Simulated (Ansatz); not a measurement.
The system is Al2O3.

```
CELL_PARAMETERS angstrom
4.61378 0.00000 0.00000
0.00000 9.56328 0.00000
0.00000 0.00000 3.11986
ATOMIC_POSITIONS crystal
Al 0.98298 0.82457 0.00000
Al 0.01702 0.17543 0.00000
Al 0.48297 0.67543 0.50000
Al 0.51702 0.32457 0.50000
O 0.50000 0.50000 0.50000
O 0.12363 0.75305 0.50000
O 0.37637 0.25305 0.00000
O 0.62364 0.74695 0.00000
O 0.00000 0.00000 0.00000
O 0.87636 0.24695 0.50000
```

Measurements of this composition are mostly on another form, of space group No. 167.

Base run:

```yaml
Program: Ansatz 0.2.0
Functional: r2SCAN
Potentials_or_basis: Ansatz PAW
Cutoff: "500 eV (not typed: the program's choice for these potentials)"
k_mesh: 5 × 3 × 7
Occupations: fermi-dirac, width 0.05 eV
Spin: no spin polarisation
```

Its results: band gap on the k mesh 4.12 eV, direct; pressure -4.1 GPa; largest force 0.209 eV/Å.

Problem. After a change of settings the same cell gave: band gap on the k mesh 3.67 eV, direct; pressure 2.3 GPa; largest force 0.210 eV/Å. Which change was it?
A. functional from r2SCAN to revPBE; cutoff from 500 eV (not typed: the program's choice for these potentials) to 420 eV (not typed: the program's choice for these potentials)
B. functional from r2SCAN to PBE; cutoff from 500 eV (not typed: the program's choice for these potentials) to 420 eV (not typed: the program's choice for these potentials)
C. functional from r2SCAN to PBEsol; cutoff from 500 eV (not typed: the program's choice for these potentials) to 420 eV (not typed: the program's choice for these potentials)
D. functional from r2SCAN to BLYP; cutoff from 500 eV (not typed: the program's choice for these potentials) to 420 eV (not typed: the program's choice for these potentials)

Solution. A.

r2SCAN gives the wider gap, since meta-GGAs in the generalised Kohn-Sham scheme recover part of the derivative discontinuity.

Caveats: the PAW data sets come from PBE, with cores solved anew for the run's functional, which leaves a small shift of forces and pressure.
